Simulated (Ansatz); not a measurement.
**Si: the cell at several levels of theory**

The task here is to estimate one member of a computed series from the others.

The runs shown are made with Ansatz 0.2.0. PAW datasets, plane waves, zero pressure. No spin polarisation and no zero-point or thermal motion.

## Starting point

Space group P6_3/mmc (No. 194), hexagonal; conventional cell a = 3.831 Å, c = 6.333 Å, 20.13 Å³ an atom. Si has 4 Si at 2.35–2.37 Å.

Structure file:

```cif
data_structure
_symmetry_space_group_name_H-M 'P 1'
_symmetry_Int_Tables_number 1
_cell_length_a 3.8313
_cell_length_b 3.8313
_cell_length_c 6.3326
_cell_angle_alpha 90.000
_cell_angle_beta 90.000
_cell_angle_gamma 120.000
_cell_volume 80.50
loop_
_atom_site_label
_atom_site_type_symbol
_atom_site_fract_x
_atom_site_fract_y
_atom_site_fract_z
_atom_site_occupancy
Si1 Si 0.33333 0.66667 0.06301 1
Si2 Si 0.66667 0.33333 0.56301 1
Si3 Si 0.33333 0.66667 0.43699 1
Si4 Si 0.66667 0.33333 0.93699 1
```

Set-up of the first run:

File input.yaml:

```yaml
crystal:
  lattice:
    - [3.8313174605, 0.0, 0.0]
    - [-1.9156587303, 3.3180182508, 0.0]
    - [0.0, 0.0, 6.3326220002]
  atoms:
    - { symbol: Si, position: [0.33333333, 0.66666667, 0.0630095] }
    - { symbol: Si, position: [0.66666667, 0.33333333, 0.5630095] }
    - { symbol: Si, position: [0.33333333, 0.66666667, 0.4369905] }
    - { symbol: Si, position: [0.66666667, 0.33333333, 0.9369905] }
kpoints:
  mp_grid: { grid: [12, 12, 4] }
hamiltonian:
  xc: pbe
scf:
  occupations: { method: fermi_dirac, width: 0.02 }
relax:
  f_tol: 0.005
  cell: {}
```

On the command line:

```bash
$ ansatz run input.yaml --threads 2 --pin off --max-ram 2211MiB --backend cpu --events-out ev --progress --plain --runs-dir out
```

Steps of the session up to this table: Relaxing with PBE; Relaxation with r2SCAN; Relaxing with PBEsol; Relaxing with LDA; Relaxation with HSE06.

One table of the session follows, with a row left open; its other results are not shown here.

| level | a (Å) | c (Å) | volume (Å³/atom) |
| --- | --- | --- | --- |
| PBE | 3.851 | 6.365 | 20.439 |
| r2SCAN | 3.832 | 6.341 | 20.161 |
| PBEsol | 3.825 | 6.324 | 20.030 |
| LDA | 3.802 | 6.289 | 19.686 |
| HSE06 | ? | ? | ? |

Q: Estimate the row for HSE06 from the others.

**Answer.** a (Å): 3.833; c (Å): 6.327; volume (Å³/atom): 20.125. In the column «a (Å)» it lies between r2SCAN (3.832) and PBE (3.851).

In words: The first relaxation changed the volume by +1.6 % from the start. LDA gives the smallest cell and PBE the largest; they differ by 3.8 % in volume, a mean of 1.3 % in length. The meshes differ: PBE 12×12×4, r2SCAN 12×12×4, PBEsol 12×12×4, LDA 12×12×4, HSE06 6×6×4.
